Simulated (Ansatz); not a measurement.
# Pd (Fm-3m) in Ansatz: further runs

The runs below take Pd through relaxation of cell and atoms, with revPBE+D3(BJ), revPBE+D4, BLYP+D3(BJ).

Program: Ansatz 0.2.0. These are calculated values, not measurements. Logs are shortened: lines on timing, memory, paths and dates and some standing lists are left out, and cuts for length are marked.

### 1 The structure

The structure is cubic, space group Fm-3m (No. 225). Conventional cell: a = 3.893 Å, b = 3.893 Å, c = 3.893 Å, α = 90.00°, β = 90.00°, γ = 90.00°. Around Pd (site symmetry m-3m) lie 12 Pd at 2.75 Å.

### 2 Relaxation of cell and atoms, revPBE+D3(BJ)

input.yaml

```yaml
crystal:
  lattice:
    - [0.0, 1.9465, 1.9465]
    - [1.9465, 0.0, 1.9465]
    - [1.9465, 1.9465, 0.0]
  atoms:
    - { symbol: Pd, position: [0.0, 0.0, 0.0] }
hamiltonian:
  xc: revpbe
  pseudopotentials: { kind: paw }
  dispersion: d3bj
kpoints:
  mp_grid: { grid: [12, 12, 12] }
scf:
  occupations: { method: fermi_dirac, width: 0.05 }
output:
  forces: true
  stress: true
relax:
  f_tol: 0.01
  max_steps: 40
  cell: { stress_tol: 0.05 }
```

Potentials or basis: Ansatz PAW.

On the command line:

```bash
$ ansatz run input.yaml --threads 2 --pin off --max-ram 5632MiB --backend cpu --events-out ev --progress --plain --runs-dir out
```

Output:

```text
Warning: RAYON_NUM_THREADS=2 ignored (pool sized by the plan → 2); use --threads N
Engine: ansatz 0.2.0, aarch64-unknown-linux-gnu
Pseudopotentials: kind: paw
Pseudopotential: Pd, paw, valence charge 18, recommended cutoff 420 eV (normal), Pd.paw.azcp
Functional definition: revPBE
  parameter kappa = 1.245
  parameter beta = 0.06672455060314922
  exchange = pbe_x(kappa = kappa, mu = beta*pi^2/3)
  correlation = pbe_c(beta = beta)
Crystal: 1 atoms, lattice volume = 14.750 Å³
Basis set: ecut = 420 eV, 283 PW (Γ), exchange–correlation on 40×40×40 points (8 copies of the dense FFT grid, shifted against one another)
Bands: 13, of which v1, the nominal top of the filled ones, is band 9 counted from 1 (8 counted from 0)
Symmetry: 48 space group operations
Space group: Fm-3m (ITA 225), of the structure as read, at distance tolerance 2.5e-5 Å
k-points: 72 of 1728
Non-local potential: Pd, projectors of the file, l = 0: 2, l = 1: 2, l = 2: 2, l = 3: 1
PAW form: soft (Blöchl's): semilocal exchange-correlation on the pseudo side does not see the compensation charge
PAW frozen core: Pd, regenerated for the run's functional, and the local potential with it (the file was generated under x = pbe(κ = 0.804, μ = 0.2195149727645171), c = pbe(β = 0.06672455060314922))
PAW one-centre angular grid: Pd, 590 points (default); XC on 64 Gauss nodes
Initial density: superposition of atomic densities (neutral atoms: chi_scale 0, normalization atom), corrected by the library's trained network
Initial wavefunctions: pseudopotential atomic-orbital guess
Functional: x = revpbe(κ = 1.245, μ = 0.2195149727645171), c = pbe(β = 0.06672455060314922)
SCF iter   1: F=—  HF=-6979.607167 eV  |F-HF|=—  |Δ(HF+E_count)|=         —  Δρ=6.91e-3  dr2=4.99e-3  ethr=1.77e-3  ⟨swp⟩=5.5  Hψ=5440  notcnv=0
preconditioner: auto → none  [metal: Δε(μ)=0.005 eV  Ē_g=14.341 eV  σ=0.050 eV  W_gap=0.03  n_scr=8 (ndim 8)  ℏωp=30.6 eV  f_vac=0.000  D(μ)=2.46/eV (n_scr^D=50)  sad-step TF]
SCF iter   2: F=—  HF=-6979.606082 eV  |F-HF|=—  |Δ(HF+E_count)|=   1.08e-3  Δρ=2.71e-3  dr2=4.43e-4  ethr=2.77e-5  ⟨swp⟩=1.2  Hψ=1531  notcnv=0
SCF iter   3: F=—  HF=-6979.606118 eV  |F-HF|=—  |Δ(HF+E_count)|=   3.58e-5  Δρ=7.36e-4  dr2=2.96e-5  ethr=2.46e-6  ⟨swp⟩=1.0  Hψ=943  notcnv=0
SCF iter   4: F=—  HF=-6979.606131 eV  |F-HF|=—  |Δ(HF+E_count)|=   1.29e-5  Δρ=6.82e-5  dr2=4.15e-7  ethr=1.64e-7  ⟨swp⟩=2.4  Hψ=1323  notcnv=0
iter 5 did not close the SCF: its close was put off for the readings that it lacked (scf_convergence_deferred on its scf_iter line)
SCF iter   5: F=-6979.606131 eV  HF=-6979.606131 eV  |F-HF|=7.46e-11  |Δ(HF+E_count)|=   1.79e-7  Δρ=3.71e-6  dr2=5.00e-10  ethr=2.31e-9  ⟨swp⟩=2.8  Hψ=1593  notcnv=0
SCF iter   6: F=-6979.606131 eV  HF=-6979.606131 eV  |F-HF|=1.82e-11  |Δ(HF+E_count)|=  9.00e-11  Δρ=4.98e-7  dr2=3.07e-11  ethr=2.78e-12  ⟨swp⟩=1.0  Hψ=2841  notcnv=0
SCF 1 converged in 6 iterations: F = -6979.606131 eV  dr2 = 3.07e-11
relax step   1: F+E_penalty+E_count = -6979.60613076 eV  Δ(F+E_penalty+E_count) = +0.000e0 eV  max|allowed force component| = 0.000e0 eV/Å  Δτ_max = 0.0000 Å  P = -4.190 GPa  Ω = 14.750 Å³  (6 SCF iters, dr2 threshold 1.00e-7 eV, accepted)
Crystal: 1 atoms, lattice volume = 14.206 Å³
Initial density: handed on by an earlier stage of this run
[... 26 lines left out ...]
SCF iter   3: F=-6979.610643 eV  HF=-6979.610643 eV  |F-HF|=1.07e-9  |Δ(HF+E_count)|=   2.63e-8  Δρ=1.33e-5  dr2=1.20e-8  ethr=3.43e-10  ⟨swp⟩=4.0  Hψ=2810  notcnv=0
SCF 4 converged in 3 iterations: F = -6979.610643 eV  dr2 = 1.20e-8
relax step   4: F+E_penalty+E_count = -6979.61064331 eV  Δ(F+E_penalty+E_count) = -1.104e-5 eV  max|allowed force component| = 0.000e0 eV/Å  Δτ_max = 0.0000 Å  P = -0.004 GPa  Ω = 14.426 Å³  energy of the carried Pulay correction = +1.615e-4 eV  (3 SCF iters, dr2 threshold 6.18e-8 eV, accepted)
Initial wavefunctions: pseudopotential atomic-orbital guess (no wavefunctions were taken with the density)
iter 1 solved again at ethr=1.07e-9 eV; its pass at ethr=3.10e-3 eV (dr2=1.92e-7 eV) is discarded
SCF iter   1: F=—  HF=-6979.610460 eV  |F-HF|=—  |Δ(HF+E_count)|=         —  Δρ=7.44e-5  dr2=1.61e-7  ethr=1.07e-9  ⟨swp⟩=3.4  Hψ=8243  notcnv=0
SCF iter   2: F=—  HF=-6979.610460 eV  |F-HF|=—  |Δ(HF+E_count)|=   1.92e-7  Δρ=3.39e-5  dr2=4.53e-8  ethr=8.95e-10  ⟨swp⟩=2.4  Hψ=1508  notcnv=0
SCF iter   3: F=—  HF=-6979.610460 eV  |F-HF|=—  |Δ(HF+E_count)|=   1.08e-8  Δρ=1.75e-5  dr2=3.64e-8  ethr=2.52e-10  ⟨swp⟩=2.0  Hψ=1291  notcnv=0
SCF iter   4: F=—  HF=-6979.610460 eV  |F-HF|=—  |Δ(HF+E_count)|=   9.73e-9  Δρ=2.16e-6  dr2=1.60e-10  ethr=2.02e-10  ⟨swp⟩=2.2  Hψ=1313  notcnv=0
SCF iter   5: F=-6979.610460 eV  HF=-6979.610460 eV  |F-HF|=1.82e-12  |Δ(HF+E_count)|=  3.51e-10  Δρ=8.91e-8  dr2=4.09e-13  ethr=1.00e-12  ⟨swp⟩=3.5  Hψ=4040  notcnv=0
SCF 5 converged in 5 iterations: F = -6979.610460 eV  dr2 = 4.09e-13
relax step   5: F+E_penalty+E_count = -6979.61046020 eV  Δ(F+E_penalty+E_count) = +1.831e-4 eV  max|allowed force component| = 0.000e0 eV/Å  Δτ_max = 0.0000 Å  P = +0.017 GPa  Ω = 14.426 Å³  stress off target by 1.68e-2 GPa  SCF on the basis re-selected at this cell (its energy is not comparable with the rows above)  (5 SCF iters)
basis re-selected at this cell: Δ(F+E_penalty+E_count) = +1.831e-4 eV, ΔP = +0.021 GPa vs the last step (what re-selecting the basis moved, of the pressure what is left beyond the Pulay correction that the steps carried, after the strain that the cell walked since its last selection, with what the two solves' SCF thresholds leave and, on support functions, any second-order correction that the steps lacked; it is no measure of the basis error at this ecutwfc). This SCF's stress stands 1.68e-2 GPa from its target on what of the cell is left free (relax.cell.stress_tol is 5.00e-2 GPa) and its largest allowed force component is 0.00e0 eV/Å (relax.f_tol is 1.00e-2 eV/Å): within both
SCF converged after 5 iterations
Free energy (F): -6979.610460 eV
Harris-Foulkes:  -6979.610460 eV  (|F-HF|=1.82e-12)
Internal energy: -6979.591390 eV  (E = F + TS)
E sigma→0 (E₀):  -6979.600925 eV
Entropy (-TS):   -0.019070 eV (-19.070 meV/atom)
Fermi energy:    20.457776 eV
--- Per-component energies (eV) ---
  E_band       = -125.970783
  E_kinetic    = 514.700361
  E_local      = -1717.399104  (includes V_loc(G=0)·N_el)
  E_nonlocal   = 216.394876
  E_hartree    = 700.811293
  E_xc         = -169.320754
  E_vxc        = -212.291156  (∫ρ·V_xc dr)
  E_paw        = -3755.632080  (= ΣΔE_a)
  E_vpaw       = -328.998601  (= ΣTr[D̂ρ^β])
  E_aug_tail   = 0.000232  (compensation charges beyond the density's cutoff)
  E_ewald      = -2767.762453
  E_disp       = -1.305599  (pairwise vdW)
  E_core_change = -0.078162  (= ΣΔE_core)
  E_smearing   = -0.019070  (= −TS)
  E_closure    = -0.000000  (closes the sum)
  Σ components = -6979.610460   (vs F -6979.610460, Δ=0.00e0)
--- Forces (eV/Å), atoms counted from 1 ---
  atom   1  Pd     0.00000000    -0.00000000    -0.00000000
  max |Σ_I F_I| component: 3.49e-32 eV/Å
--- Stress (GPa, compression-positive) ---
        0.016798      -0.000000      -0.000000
       -0.000000       0.016798      -0.000000
       -0.000000      -0.000000       0.016798
  P = ⅓ Tr σ = 0.0168 GPa (0.168 kbar)
--- Relaxed structure (4 steps of the walk, 4 accepted, 1 SCFs on fresh bases) ---
  F+E_penalty+E_count = -6979.61046020 eV   max|allowed force component| = 0.000e0 eV/Å   (the final SCF, on the basis selected at the relaxed cell)
  cell:  # Å, volume = 14.4256 Å³
    - [5.222756333717981e-34, 1.932120820866861, 1.932120820866861]
    - [1.932120820866861, 4.4902966039892385e-34, 1.932120820866861]
    - [1.932120820866861, 1.932120820866861, 3.184607520559788e-36]
  atoms:
    - { symbol: Pd, position: [0.0, 0.0, 0.0] }
```

Wall time 1.7 s (2 threads of Arm Neoverse V2, shared host); peak memory 0.27 GiB.

What came out:

- Free energy: -6979.6105 eV
- Relaxed volume: 14.43 Å³/atom
- Relaxed cell: a = 2.732 Å, b = 2.732 Å, c = 2.732 Å, α = 60.00°, β = 60.00°, γ = 60.00°
- Space group after relaxing (to 0.05 Å): Fm-3m (No. 225)
- Energy gained by relaxing: 4.3 meV/atom
- Ionic steps: 5
- Pressure after relaxing: 0.0 GPa

The path:
| step | energy change (eV) | largest force (eV/Å) | volume (Å³) |
| --- | --- | --- | --- |
| 1 | 0.0000 | 0.0000 | 14.75 |
| 2 | -0.0025 | 0.0000 | 14.21 |
| 3 | -0.0045 | 0.0000 | 14.44 |
| 4 | -0.0045 | 0.0000 | 14.43 |
| 5 | -0.0043 | 0.0000 | 14.43 |

Final structure:
```
Pd
1.0
     0.00000    1.93212    1.93212
     1.93212    0.00000    1.93212
     1.93212    1.93212    0.00000
Pd
1
Direct
  0.00000 0.00000 0.00000
```

Caveat: the plane-wave basis is chosen anew once the cell has moved, so the energies of steps on either side of that aren't comparable; the PAW data sets come from PBE, with cores solved anew for the run's functional, which leaves a small shift of forces and pressure.

### 3 Relaxation of cell and atoms, revPBE+D4

Changes to input.yaml since step 2:

```diff
@@ -10,3 +10,3 @@
   pseudopotentials: { kind: paw }
-  dispersion: d3bj
+  dispersion: d4
 kpoints:
@@ -18,2 +18,6 @@
   stress: true
+  write_density: true
+  write_potential: true
+  elf: true
+  volumetric_format: npy
 relax:
```

Potentials or basis: Ansatz PAW.

On the command line:

```bash
$ ansatz run input.yaml --threads 2 --pin off --max-ram 5632MiB --backend cpu --events-out ev --progress --plain --runs-dir out
```

Output:

```text
Warning: RAYON_NUM_THREADS=2 ignored (pool sized by the plan → 2); use --threads N
Engine: ansatz 0.2.0, aarch64-unknown-linux-gnu
Pseudopotentials: kind: paw
Pseudopotential: Pd, paw, valence charge 18, recommended cutoff 420 eV (normal), Pd.paw.azcp
Functional definition: revPBE
  parameter kappa = 1.245
  parameter beta = 0.06672455060314922
  exchange = pbe_x(kappa = kappa, mu = beta*pi^2/3)
  correlation = pbe_c(beta = beta)
Crystal: 1 atoms, lattice volume = 14.750 Å³
Basis set: ecut = 420 eV, 283 PW (Γ), exchange–correlation on 40×40×40 points (8 copies of the dense FFT grid, shifted against one another)
Bands: 13, of which v1, the nominal top of the filled ones, is band 9 counted from 1 (8 counted from 0)
Symmetry: 48 space group operations
Space group: Fm-3m (ITA 225), of the structure as read, at distance tolerance 2.5e-5 Å
k-points: 72 of 1728
Non-local potential: Pd, projectors of the file, l = 0: 2, l = 1: 2, l = 2: 2, l = 3: 1
PAW form: soft (Blöchl's): semilocal exchange-correlation on the pseudo side does not see the compensation charge
PAW frozen core: Pd, regenerated for the run's functional, and the local potential with it (the file was generated under x = pbe(κ = 0.804, μ = 0.2195149727645171), c = pbe(β = 0.06672455060314922))
PAW one-centre angular grid: Pd, 590 points (default); XC on 64 Gauss nodes
Initial density: superposition of atomic densities (neutral atoms: chi_scale 0, normalization atom), corrected by the library's trained network
Initial wavefunctions: pseudopotential atomic-orbital guess
Functional: x = revpbe(κ = 1.245, μ = 0.2195149727645171), c = pbe(β = 0.06672455060314922)
[... 46 lines left out ...]
Internal energy: -6979.137943 eV  (E = F + TS)
E sigma→0 (E₀):  -6979.147814 eV
Entropy (-TS):   -0.019741 eV (-19.741 meV/atom)
Fermi energy:    19.628397 eV
--- Per-component energies (eV) ---
  E_band       = -138.850690
  E_kinetic    = 513.939484
  E_local      = -1761.059698  (includes V_loc(G=0)·N_el)
  E_nonlocal   = 216.475377
  E_hartree    = 716.289145
  E_xc         = -168.975675
  E_vxc        = -211.805760  (∫ρ·V_xc dr)
  E_paw        = -3755.624770  (= ΣΔE_a)
  E_vpaw       = -328.978636  (= ΣTr[D̂ρ^β])
  E_aug_tail   = 0.000256  (compensation charges beyond the density's cutoff)
  E_ewald      = -2739.284570
  E_disp       = -0.819331  (pairwise vdW)
  E_core_change = -0.078162  (= ΣΔE_core)
  E_smearing   = -0.019741  (= −TS)
  E_closure    = 0.000000  (closes the sum)
  Σ components = -6979.157684   (vs F -6979.157684, Δ=0.00e0)
--- Forces (eV/Å), atoms counted from 1 ---
  atom   1  Pd    -0.00000000    -0.00000000    -0.00000000
  max |Σ_I F_I| component: 5.34e-32 eV/Å
--- Stress (GPa, compression-positive) ---
       -0.026690      -0.000000      -0.000000
       -0.000000      -0.026690      -0.000000
       -0.000000      -0.000000      -0.026690
  P = ⅓ Tr σ = -0.0267 GPa (-0.267 kbar)
--- Band table (eV; the first three rows and the last of 72) ---
  k-point 0: bands = ["-64.4563", "-29.9663", "-29.9663", "-29.9663", "12.6040", "16.8512", "16.8512", "16.8512", "18.4340", "18.4340", "36.6829", "41.3638", "41.3638"]
  k-point 1: bands = ["-64.4528", "-29.9934", "-29.9701", "-29.9701", "12.8530", "16.7670", "16.9348", "16.9348", "18.3960", "18.3960", "36.9265", "39.9289", "41.6462"]
  k-point 2: bands = ["-64.4432", "-30.0672", "-29.9807", "-29.9807", "13.5268", "16.6225", "17.1039", "17.1039", "18.3714", "18.3714", "36.7658", "37.9810", "42.3927"]
  k-point 71: bands = ["-64.3867", "-30.2298", "-30.2298", "-30.1184", "15.3874", "16.3187", "16.3187", "18.3435", "19.9340", "28.5386", "28.5386", "29.9779", "31.1993"]
--- Relaxed structure (3 steps of the walk, 3 accepted, 1 SCFs on fresh bases) ---
  F+E_penalty+E_count = -6979.15768438 eV   max|allowed force component| = 0.000e0 eV/Å   (the final SCF, on the basis selected at the relaxed cell)
  cell:  # Å, volume = 14.8802 Å³
    - [8.319787147462332e-35, 1.9522073469982548, 1.9522073469982548]
    - [1.9522073469982548, -8.240171959448339e-35, 1.9522073469982548]
    - [1.9522073469982548, 1.9522073469982548, 8.916901057567279e-35]
  atoms:
    - { symbol: Pd, position: [0.0, 0.0, 0.0] }
```

rho_z.tsv:

```text
# z_ang	rho[e/angstrom^3]
# format = ansatz-planar-average/11
# lattice	0.000000000	1.952207347	1.952207347
# lattice	1.952207347	-0.000000000	1.952207347
# lattice	1.952207347	1.952207347	0.000000000
# sites	1
# site	46	0.000000000	0.000000000	0.000000000
0.000000	2.547533e0
0.138042	2.468643e0
0.276084	2.234977e0
0.414126	1.867753e0
0.552168	1.424950e0
0.690210	9.947259e-1
[... 12 lines left out ...]
2.484754	2.234977e0
2.622796	2.468643e0
```

It took 1.9 s on 2 threads of Arm Neoverse V2, shared host; peak memory 0.28 GiB.

What came out:

```yaml
Free_energy: -6979.1577 eV
Relaxed_volume: 14.88 Å³/atom
Relaxed_cell: a = 2.761 Å, b = 2.761 Å, c = 2.761 Å, α = 60.00°, β = 60.00°, γ = 60.00°
Space_group_after_relaxing_to_0.05_Å: Fm-3m (No. 225)
Energy_gained_by_relaxing: 0.6 meV/atom
Ionic_steps: 4
Pressure_after_relaxing: 0.0 GPa
Band_gap_on_the_k_mesh: none (metal or under the smearing width)
```

The path:
| step | energy change (eV) | largest force (eV/Å) | volume (Å³) |
| --- | --- | --- | --- |
| 1 | 0.0000 | 0.0000 | 14.75 |
| 2 | -0.0003 | 0.0000 | 14.96 |
| 3 | -0.0006 | 0.0000 | 14.88 |
| 4 | -0.0006 | 0.0000 | 14.88 |

Final structure:
```yaml
crystal:
  lattice:
    - [0.00000, 1.95221, 1.95221]
    - [1.95221, 0.00000, 1.95221]
    - [1.95221, 1.95221, 0.00000]
  atoms:
    - { symbol: Pd, position: [0.00000, 0.00000, 0.00000] }
```

Levels at points of the mesh, in eV from the Fermi level:
| k point | band 7 | band 8 | band 9 | band 10 | band 11 | band 12 |
| --- | --- | --- | --- | --- | --- | --- |
| (0.00, 0.00, 0.00) | -2.78 | -2.78 | -1.19 | -1.19 | 17.05 | 21.74 |
| (0.00, 0.00, -0.50) | -2.82 | -0.01 | -0.01 | 1.08 | 7.29 | 16.45 |
| (0.00, -0.50, -0.50) | -0.04 | 0.30 | 0.30 | 3.40 | 10.70 | 13.20 |

Caveat: the plane-wave basis is chosen anew once the cell has moved, so the energies of steps on either side of that aren't comparable; pairwise dispersion overbinds metals, which lowers pressure and volume; the PAW data sets come from PBE, with cores solved anew for the run's functional, which leaves a small shift of forces and pressure. Zero-point motion and thermal expansion aren't in these numbers.

### 4 Relaxation of cell and atoms, BLYP+D3(BJ)

Changes to input.yaml since step 3:

```diff
@@ -8,5 +8,5 @@
 hamiltonian:
-  xc: revpbe
+  xc: blyp
   pseudopotentials: { kind: paw }
-  dispersion: d4
+  dispersion: d3bj
 kpoints:
@@ -18,6 +18,2 @@
   stress: true
-  write_density: true
-  write_potential: true
-  elf: true
-  volumetric_format: npy
 relax:
```

On the command line:

```bash
$ ansatz run input.yaml --threads 2 --pin off --max-ram 5632MiB --backend cpu --events-out ev --progress --plain --runs-dir out
```

Wall time 1.4 s (2 threads of Arm Neoverse V2, shared host); peak memory 0.27 GiB.

It converged, with:

| Item | Value |
| --- | --- |
| Free energy | -6989.0531 eV |
| Relaxed volume | 14.80 Å³/atom |
| Relaxed cell | a = 2.756 Å, b = 2.756 Å, c = 2.756 Å, α = 60.00°, β = 60.00°, γ = 60.00° |
| Space group after relaxing (to 0.05 Å) | Fm-3m (No. 225) |
| Energy gained by relaxing | 0.1 meV/atom |
| Ionic steps | 4 |
| Pressure after relaxing | 0.0 GPa |

Step by step:
| step | energy change (eV) | largest force (eV/Å) | volume (Å³) |
| --- | --- | --- | --- |
| 1 | 0.0000 | 0.0000 | 14.75 |
| 2 | 0.0000 | 0.0000 | 14.83 |
| 3 | -0.0001 | 0.0000 | 14.80 |
| 4 | -0.0001 | 0.0000 | 14.80 |

Final structure:
```
Pd
1.0
     0.00000    1.94863    1.94863
     1.94863    0.00000    1.94863
     1.94863    1.94863    0.00000
Pd
1
Direct
  0.00000 0.00000 0.00000
```

Caveat: the plane-wave basis is chosen anew once the cell has moved, so the energies of steps on either side of that aren't comparable; the PAW data sets come from PBE, with cores solved anew for the run's functional, which leaves a small shift of forces and pressure. Zero-point motion and thermal expansion aren't in these numbers.

### 5 Summary

| level | pressure (GPa) | relaxed volume (Å³/atom) |
| --- | --- | --- |
| revPBE+D3(BJ) | 0.0 | 14.43 |
| revPBE+D4 | 0.0 | 14.88 |
| BLYP+D3(BJ) | 0.0 | 14.80 |

Alike in all rows: task relaxation of cell and atoms; potentials or basis Ansatz PAW; no spin polarisation; cell relaxed; k mesh 12 × 12 × 12; cutoff (eV) 420; smearing fermi-dirac 0.05 eV.

Caveats: the plane-wave basis is chosen anew once the cell has moved, so the energies of steps on either side of that aren't comparable; the PAW data sets come from PBE, with cores solved anew for the run's functional, which leaves a small shift of forces and pressure; pairwise dispersion overbinds metals, which lowers pressure and volume (some runs).

Total energies depend on the potentials used, so only differences within one code and one set of settings carry meaning.
